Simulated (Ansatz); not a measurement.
## InPd: phonons with PBEsol

Crystal: InPd.

```
CELL_PARAMETERS angstrom
3.27188 0.00000 0.00000
0.00000 3.27188 0.00000
0.00000 0.00000 3.27188
ATOMIC_POSITIONS crystal
In 0.00000 0.00000 0.00000
Pd 0.50000 0.50000 0.50000
```

The cell comes from a database or a generator and needn't be the stable form of this composition.

```
Program             : Ansatz 0.2.0
Task                : phonons
Functional          : PBEsol
Potentials or basis : Ansatz PAW
Cutoff              : 420 eV (not typed: the program's choice for these potentials)
k mesh              : 6 × 6 × 6
Occupations         : fermi-dirac, width 0.05 eV
Spin                : no spin polarisation
```

```yaml
Band_gap_on_the_k_mesh: none (metal or under the smearing width)
Highest_phonon_frequency_at_Γ: 136 cm⁻¹
```

Levels at points of the mesh, in eV from the Fermi level:
| k point | band 14 | band 15 | band 16 | band 17 | band 18 | band 19 |
| --- | --- | --- | --- | --- | --- | --- |
| (0.00, 0.00, 0.00) | -2.31 | -2.31 | 4.16 | 4.16 | 4.16 | 9.33 |
| (0.00, 0.00, -0.50) | -3.30 | -2.39 | -1.16 | 9.52 | 9.52 | 9.87 |
| (0.00, -0.50, -0.50) | -2.37 | -2.37 | -1.74 | 1.42 | 2.41 | 9.41 |
| (-0.50, 0.00, 0.00) | -3.30 | -2.39 | -1.16 | 9.52 | 9.52 | 9.87 |
| (-0.50, 0.00, -0.50) | -2.37 | -2.37 | -1.74 | 1.42 | 2.41 | 9.41 |
| (-0.50, -0.50, -0.50) | -1.70 | -0.12 | 3.74 | 3.74 | 3.74 | 4.37 |

Phonon frequencies in cm⁻¹ (negative: imaginary):
```tsv
q point	frequencies
(0.000, 0.000, 0.000)	0 0 0 136 136 136
```

Wall time 2.6 s on 2 threads of Intel(R) Xeon(R) 6975P-C (Granite Rapids) (shared host), peak memory 0.48 GiB.
